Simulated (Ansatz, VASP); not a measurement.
# One calculation of Se, two programs

The input INCAR:

```
ALGO = Normal
EDIFF = 1E-6
ENCUT = 520
GGA = PE
ISIF = 2
ISMEAR = -1
LASPH = T
LCHARG = F
LREAL = F
LWAVE = F
NELM = 100
PREC = Accurate
SIGMA = 0.05
```

File KPOINTS:

```
k-points
0
Gamma
  9 9 9
```

File POSCAR:

```
Se
1.0
    2.8105630200      0.0000000000      0.0000000000
    0.0000000000      2.8105630200      0.0000000000
    0.0000000000      0.0000000000      2.8667742804
Se
1
Direct
    0.0000000000      0.0000000000      0.0000000000
```

File input.yaml:

```yaml
crystal:
  lattice:
    - [2.81056302, 0.0, 0.0]
    - [0.0, 2.81056302, 0.0]
    - [0.0, 0.0, 2.8667742804]
  atoms:
    - { symbol: Se, position: [0.0, 0.0, 0.0] }
hamiltonian:
  xc: pbe
  pseudopotentials: { kind: paw }
kpoints:
  mp_grid: { grid: [9, 9, 9] }
scf:
  occupations: { method: fermi_dirac, width: 0.05 }
output:
  forces: true
  stress: true
  eigenvalues: true
```

Change from the starting cell: strain = 0.02.

Alike in both runs: task single point; functional PBE; k mesh 9 × 9 × 9; occupations fermi-dirac, width 0.05 eV; no spin polarisation.

|  | VASP | Ansatz |
| --- | --- | --- |
| version | VASP 6.6.1 | Ansatz 0.2.0 |
| potentials or method | VASP PAW PBE potentials, release 64 (Se) | Ansatz PAW |
| plane-wave cutoff (eV) | 520 | 420 |
| valence electrons in the cell | 6 | 16 |

|  | VASP | Ansatz | Ansatz less VASP |
| --- | --- | --- | --- |
| gap on the k mesh at the Fermi level (eV) | none | none | - |
| pressure (GPa) | 0.6 | 0.6 | -0.03 |

A gap of «none» marks a metal or a gap that the smearing closes. The two sets of potentials don't hold the same shells in valence.
